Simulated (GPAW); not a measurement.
# Sb (P6_3/mmc) in GPAW: convergence with plane-wave cutoff (eV)

Aim: find how far plane-wave cutoff (eV) must go before the results for Sb settle, at PBE. This setting moves, with any that are tied to it; all else stays.

Program: GPAW 26.7.0. These are calculated values, not measurements. Logs are shortened: lines on timing, memory, paths and dates and some standing lists are left out, and cuts for length are marked. The log counts tension as positive stress, the text compression.

**1. The crystal as given**

It takes space group P6_3/mmc (No. 194, hexagonal). Conventional cell: a = 3.355 Å, b = 3.355 Å, c = 5.470 Å, α = 90.00°, β = 90.00°, γ = 120.00°. Sb (site symmetry -6m2) is surrounded by 12 Sb at 3.35 Å.

This isn't the form of Sb at room conditions, which is rhombohedral.

**2. With plane-wave cutoff (eV) 200**

run.py

```python
from ase import Atoms
from ase.dft.bandgap import bandgap
from ase.io import write
from ase.units import GPa
from gpaw import GPAW, PW

atoms = Atoms(['Sb', 'Sb'],
              cell=[[3.3545324186, 0.0, 0.0],
                    [-1.6772662093, 2.9051102923, 0.0],
                    [0.0, 0.0, 5.47016065]],
              scaled_positions=[[0.6666666667, 0.3333333333, 0.75],
                                [0.3333333333, 0.6666666667, 0.25]],
              pbc=True)

calc = GPAW(mode=PW(200),
            xc='PBE',
            kpts={'size': (7, 7, 4), 'gamma': True},
            occupations={'name': 'fermi-dirac', 'width': 0.05},
            nbands=25,
            convergence={'density': 1e-05, 'energy': 1e-05},
            maxiter=100,
            txt='gpaw.txt')
atoms.calc = calc
energy = atoms.get_potential_energy()
forces = atoms.get_forces()
stress = atoms.get_stress()
calc.write('gs.gpw')
write('result.traj', atoms)
print(f'Energy: {energy:.6f} eV')
print('Forces (eV/A):')
print(forces.round(4))
print('Stress (GPa):', (stress / GPa).round(3))
print('Fermi level:', round(calc.get_fermi_level(), 4), 'eV')
print(f'Gap: {bandgap(calc)[0]:.4f} eV, direct: {bandgap(calc, direct=True)[0]:.4f} eV')
```

Potentials or basis: GPAW PAW data sets (gpaw-data 1.2.1), pw.

The run is started by

```console
$ OMP_NUM_THREADS=1 python run.py
```

gpaw.txt:

```text
__  _  _
 | _ |_)|_||  |
 |__||  | ||/\| - 26.7.0

Input parameters:
  mode=PW(ecut=200.0),
  convergence={'density': 1e-05, 'energy': 1e-05},
  kpts=MonkhorstPack(size=(7, 7, 4), gamma=True),
  maxiter=100,
  nbands=25,
  occupations=Occupations(name='fermi-dirac', width=0.05),
  xc=XC(name='PBE')

Diagonalizing LCAO Hamiltonian
Converting LCAO to pw mode

           Sb

        Sb

Atoms  # Å, Bohr magnetons
|   | symbol |         x |        y |        z |    initial magnetic moments |
|---|--------|-----------|----------|----------|-----------------------------|
| 0 |     Sb |  1.677266 | 0.968370 | 4.102620 | ( 0.0000,  0.0000,  0.0000) |
| 1 |     Sb | -0.000000 | 1.936740 | 1.367540 | ( 0.0000,  0.0000,  0.0000) |

Unit cell  # Å
| periodic |         x |        y |        z |  lengths |     angles |
|----------|-----------|----------|----------|----------|------------|
|      yes |  3.354532 | 0.000000 | 0.000000 | 3.354532 |  90.000000 |
|      yes | -1.677266 | 2.905110 | 0.000000 | 3.354532 |  90.000000 |
|      yes |  0.000000 | 0.000000 | 5.470161 | 5.470161 | 120.000000 |

Number of symmetries: 12
Symmetry operations  # r_c * U_cc + t_c -> r_c
|    | kind |            matrix            |
|----|------|------------------------------|
|  0 |  σ   |  1, 1, 0,  0,-1, 0,  0, 0, 1 |
|  1 |  S6  |  1, 1, 0, -1, 0, 0,  0, 0,-1 |
|  2 |  E   |  1, 0, 0,  0, 1, 0,  0, 0, 1 |
|  3 |  C2  |  1, 0, 0, -1,-1, 0,  0, 0,-1 |
|  4 |  C2  |  0, 1, 0,  1, 0, 0,  0, 0,-1 |
|  5 |  C3  |  0, 1, 0, -1,-1, 0,  0, 0, 1 |
|  6 |  S6  |  0,-1, 0,  1, 1, 0,  0, 0,-1 |
|  7 |  σ   |  0,-1, 0, -1, 0, 0,  0, 0, 1 |
|  8 |  σ   | -1, 0, 0,  1, 1, 0,  0, 0, 1 |
|  9 |  i   | -1, 0, 0,  0,-1, 0,  0, 0,-1 |
| 10 |  C3  | -1,-1, 0,  1, 0, 0,  0, 0, 1 |
| 11 |  C2  | -1,-1, 0,  0, 1, 0,  0, 0,-1 |

BZ-sampling:
  Number of BZ points: 196
  Number of IBZ points: 28

  Monkhorst-Pack size: [7, 7, 4]
  Monkhorst-Pack shift: [0.0, 0.0, 0.125]

K-points  # in reciprocal-cell coordinates
|     |                                coordinates |     weight |
|-----|--------------------------------------------|------------|
|   0 | (  0.00000000,   0.00000000,   0.00000000) | 0.00510204 |
|   1 | (  0.00000000,   0.00000000,   0.25000000) | 0.01020408 |
|   2 | (  0.00000000,   0.00000000,   0.50000000) | 0.00510204 |
|   3 | (  0.14285714,   0.00000000,  -0.25000000) | 0.03061224 |
|   4 | (  0.14285714,   0.00000000,   0.00000000) | 0.03061224 |
|   5 | (  0.14285714,   0.00000000,   0.25000000) | 0.03061224 |
|   6 | (  0.14285714,   0.00000000,   0.50000000) | 0.03061224 |
|   7 | (  0.28571429,  -0.14285714,   0.00000000) | 0.03061224 |
|   8 | (  0.28571429,  -0.14285714,   0.25000000) | 0.06122449 |
|   9 | (  0.28571429,  -0.14285714,   0.50000000) | 0.03061224 |
| ... |                                            |            |
|  27 | (  0.42857143,   0.42857143,   0.50000000) | 0.03061224 |

Plane wave coefficients: 352
Cutoff: 200.0 eV

Spin-components: 1 (collinear spins)
Bands:           25
Projectors:      12
Spin-degeneracy: 2
Datatype:        complex128

Parallelization:
  kpt:    1
  domain: 1
  band:   1

Density:
  Valence electrons: 30.0
  Components: 1
  Grid points: [12 12 18]
  Charge: 0.0  # |e|

Potential:
  Grid points: [12 12 18]

species:
  Sb:
    name:    Antimony
    Z:       51.0
    valence: 15
    core:    36
    charge:  0.0  # [|e|]
    compensation charges:
      type: gauss
      rc: 0.36  # [Å]
      lmax: 2
    cutoffs:
      filter: 2.23  # [Å]
      core: 2.23  # [Å]
    projectors
    | kind |    occ | energy [eV] | rcut [Å] |
    |------|--------|-------------|----------|
    |   5s |  2.000 |     -12.815 |    1.154 |
    |   5p |  3.000 |      -4.830 |    1.233 |
    |   4d | 10.000 |     -33.514 |    1.196 |
    |    s |        |      14.396 |    1.154 |
    |    p |        |      22.381 |    1.233 |
    |    d |        |      -6.303 |    1.196 |

    Using partial waves for Sb as LCAO basis

Reference energy: -352563.116496  # eV

eigensolver:
  PPCG
  Converge bands: occupied
  niter=2

density mixing:
  MSR1-Mixer
  Pratt-step length: 0.05
  Maximum mixing coefficient: 0.75
  Old densities: 10
  SVD Regularization: 0.005
  Good broyden scale: 1.0
  Trust region scale: 1.0
  Backstep threshold: 4.0
  History deletion threshold: 6.0
  Fourier metric: weight=20.0, sigma=0.015

occupation numbers:
  Fermi-Dirac:
    width: 0.0500  # eV

poisson solver:
  ecut: 1600.0  # eV

xc functional:
  name: PBE with 2 nearest neighbor stencil

convergence criteria:
- Maximum integral of absolute [dens]ity change: 1e-05 electrons / valence electron
- Maximum [total energy] change in last 3 cyles: 1e-05 eV / valence electron
- Maximum integral of absolute [eigenst]ate change: 4e-08 eV^2 / valence electron
maximum number of iterations: 100

SCF iterations
|iter     | |      energy | eigst |  dens |
|---------|-|-------------|-------|-------|
|iter:   1| |   -6.191634 | -0.94 |       |
|iter:   2| |   -6.190412 | -3.54 | -1.75 |
|iter:   3| |   -6.168094 | -3.81 | -1.77 |
|iter:   4| |   -6.166646 | -4.54 | -2.35 |
|iter:   5| |   -6.166685 | -6.04 | -3.26 |
|iter:   6| |   -6.166690c| -7.16 | -3.83 |
|iter:   7| |   -6.166690c| -7.72c| -4.76 |
|iter:   8| |   -6.166690c| -8.21c| -5.06c|

Converged in 8 steps
Energy contributions relative to reference atoms: (reference = -352563.116496)

Energy contributions:
  Kinetic:          56.896092
  Coulomb:         -52.375576
  Zero:              0.027897
  External:          0.000000
  Xc:              -10.708792
  Entropy:          -0.012621
  Spinorbit:         0.000000
  ----------------------------
  Free energy:      -6.173000
  Extrapolated:     -6.166690

dipole moment: (-0.000000, -0.000001, -0.000001)  # |e|*Ang

Fermi level: 8.163
Eigenvalues  # (at kpt = [0.000, 0.000, 0.000])
| band index |      eig [eV] | occ [0-2] |
|------------|---------------|-----------|
|          0 |       -20.812 |     2.000 |
|        ... |               |           |
|          5 |       -20.784 |     2.000 |
|          6 |       -20.779 |     2.000 |
|          7 |       -20.779 |     2.000 |
|          8 |       -20.712 |     2.000 |
|          9 |       -20.712 |     2.000 |
|         10 |        -4.697 |     2.000 |
[... 8 lines left out ...]
|         19 |        17.431 |     0.000 |
|         20 |        18.714 |     0.000 |
|        ... |               |           |
|         24 |        20.496 |     0.000 |

No gap
No difference between direct/indirect transitions

Forces  # eV/Ang
|        x |        y |        z |
|----------|----------|----------|
| -0.00000 | -0.00000 |  0.00023 |  # Sb   0
|  0.00000 | -0.00000 | -0.00023 |  # Sb   1

Stress tensor  # eV/Ang^3
|        x |        y |        z |
|----------|----------|----------|
| 0.020130 | 0.000000 | 0.000000 |
| 0.000000 | 0.020130 | 0.000000 |
| 0.000000 | 0.000000 | 0.028302 |

# Writing to gs.gpw (mode='')
```

stdout:

```text
Energy: -6.166690 eV
Forces (eV/A):
[[-0.     -0.      0.0002]
 [ 0.     -0.     -0.0002]]
Stress (GPa): [3.225 3.225 4.535 0.    0.    0.   ]
Fermi level: 8.1628 eV
Gap: 0.0000 eV, direct: 0.0000 eV
```

Run time: 4 s. Hardware: 1 thread of Intel Xeon 6975P-C (Granite Rapids), shared host; peak memory 0.12 GiB.

What came out:

| Property | Result |
| --- | --- |
| Free energy | -6.1730 eV |
| Pressure | -3.7 GPa |
| Band gap on the k mesh | none (metal or under the smearing width) |

**3. With plane-wave cutoff (eV) 250**

run.py: that of step 2 with these lines changed.

```diff
@@ -14,3 +14,3 @@
 
-calc = GPAW(mode=PW(200),
+calc = GPAW(mode=PW(250),
             xc='PBE',
```

Potentials or basis: GPAW PAW data sets (gpaw-data 1.2.1), pw.

The run is started by

```console
$ OMP_NUM_THREADS=1 python run.py
```

Wall time 4.4 s (1 thread of Intel Xeon 6975P-C (Granite Rapids), shared host); peak memory 0.12 GiB.

Results:

* Free energy: -6.3997 eV
* Pressure: -2.5 GPa
* Band gap on the k mesh: none (metal or under the smearing width)

**4. With plane-wave cutoff (eV) 300**

run.py: that of step 3 with these lines changed.

```diff
@@ -14,3 +14,3 @@
 
-calc = GPAW(mode=PW(250),
+calc = GPAW(mode=PW(300),
             xc='PBE',
```

The run is started by

```console
$ OMP_NUM_THREADS=1 python run.py
```

It took 4.9 s on 1 thread of Intel Xeon 6975P-C (Granite Rapids), shared host; peak memory 0.13 GiB.

Results:

| Item | Value |
| --- | --- |
| Free energy | -7.0092 eV |
| Pressure | -6.7 GPa |
| Band gap on the k mesh | none (metal or under the smearing width) |

**5. With plane-wave cutoff (eV) 350**

run.py: that of step 4 with these lines changed.

```diff
@@ -14,3 +14,3 @@
 
-calc = GPAW(mode=PW(300),
+calc = GPAW(mode=PW(350),
             xc='PBE',
```

The run is started by

```console
$ OMP_NUM_THREADS=1 python run.py
```

Run time: 5.7 s. Hardware: 1 thread of Intel Xeon 6975P-C (Granite Rapids), shared host; peak memory 0.14 GiB.

Results:

| Quantity | Value |
| --- | --- |
| Free energy | -7.6290 eV |
| Pressure | -5.5 GPa |
| Band gap on the k mesh | none (metal or under the smearing width) |

**6. With plane-wave cutoff (eV) 400**

run.py: that of step 5 with these lines changed.

```diff
@@ -14,3 +14,3 @@
 
-calc = GPAW(mode=PW(350),
+calc = GPAW(mode=PW(400),
             xc='PBE',
```

Potentials or basis: GPAW PAW data sets (gpaw-data 1.2.1), pw.

The run is started by

```console
$ OMP_NUM_THREADS=1 python run.py
```

Run time: 6.7 s. Hardware: 1 thread of Intel Xeon 6975P-C (Granite Rapids), shared host; peak memory 0.14 GiB.

Results:

```
Free energy            : -7.9996 eV
Pressure               : -2.6 GPa
Band gap on the k mesh : none (metal or under the smearing width)
```

**7. With plane-wave cutoff (eV) 500**

run.py: that of step 6 with these lines changed.

```diff
@@ -14,3 +14,3 @@
 
-calc = GPAW(mode=PW(400),
+calc = GPAW(mode=PW(500),
             xc='PBE',
```

The run is started by

```console
$ OMP_NUM_THREADS=1 python run.py
```

Run time: 11 s. Hardware: 1 thread of Intel Xeon 6975P-C (Granite Rapids), shared host; peak memory 0.15 GiB.

It converged, with:

| Quantity | Value |
| --- | --- |
| Free energy | -8.2310 eV |
| Pressure | 0.9 GPa |
| Band gap on the k mesh | none (metal or under the smearing width) |

**8. With plane-wave cutoff (eV) 600**

run.py: that of step 7 with these lines changed.

```diff
@@ -14,3 +14,3 @@
 
-calc = GPAW(mode=PW(500),
+calc = GPAW(mode=PW(600),
             xc='PBE',
```

The run is started by

```console
$ OMP_NUM_THREADS=1 python run.py
```

Run time: 9.5 s. Hardware: 1 thread of Intel Xeon 6975P-C (Granite Rapids), shared host; peak memory 0.16 GiB.

The run converged. Its results:

```yaml
Free_energy: -8.2522 eV
Pressure: 1.5 GPa
Band_gap_on_the_k_mesh: none (metal or under the smearing width)
```

**9. With plane-wave cutoff (eV) 800**

run.py: that of step 8 with these lines changed.

```diff
@@ -14,3 +14,3 @@
 
-calc = GPAW(mode=PW(600),
+calc = GPAW(mode=PW(800),
             xc='PBE',
```

Potentials or basis: GPAW PAW data sets (gpaw-data 1.2.1), pw.

The run is started by

```console
$ OMP_NUM_THREADS=1 python run.py
```

Wall time 20 s (1 thread of Intel Xeon 6975P-C (Granite Rapids), shared host); peak memory 0.19 GiB.

Results (log left out):

| Quantity | Value |
| --- | --- |
| Free energy | -8.2532 eV |
| Pressure | 1.5 GPa |
| Band gap on the k mesh | none (metal or under the smearing width) |

**10. With plane-wave cutoff (eV) 1000**

run.py: that of step 9 with these lines changed.

```diff
@@ -14,3 +14,3 @@
 
-calc = GPAW(mode=PW(800),
+calc = GPAW(mode=PW(1000),
             xc='PBE',
```

The run is started by

```console
$ OMP_NUM_THREADS=1 python run.py
```

Run time: 23 s. Hardware: 1 thread of Intel Xeon 6975P-C (Granite Rapids), shared host; peak memory 0.22 GiB.

The run converged. Its results:

```yaml
Free_energy: -8.2536 eV
Pressure: 1.5 GPa
Band_gap_on_the_k_mesh: none (metal or under the smearing width)
```

**11. Summary**

| plane-wave cutoff (eV) | energy less the tightest run, at zero smearing (meV/atom) | pressure (GPa) | SCF cycles | CPU time (s) | peak memory (GiB) |
| --- | --- | --- | --- | --- | --- |
| 200 | 1040.29 | -3.66 | 8 | 4 | 0.12 |
| 250 | 926.93 | -2.47 | 9 | 4.4 | 0.12 |
| 300 | 622.21 | -6.69 | 8 | 4.9 | 0.13 |
| 350 | 312.31 | -5.47 | 8 | 5.7 | 0.14 |
| 400 | 127.03 | -2.56 | 9 | 6.7 | 0.14 |
| 500 | 11.30 | 0.86 | 9 | 11 | 0.15 |
| 600 | 0.72 | 1.47 | 9 | 9.5 | 0.16 |
| 800 | 0.21 | 1.50 | 9 | 20 | 0.19 |
| 1000 | 0.00 | 1.50 | 9 | 23 | 0.22 |

Against the tightest run, the energy stays within 1 meV/atom from 600 on; the pressure stays within 0.1 GPa from 600 on. The tightest run that finished is the yardstick and may itself not be fully converged.
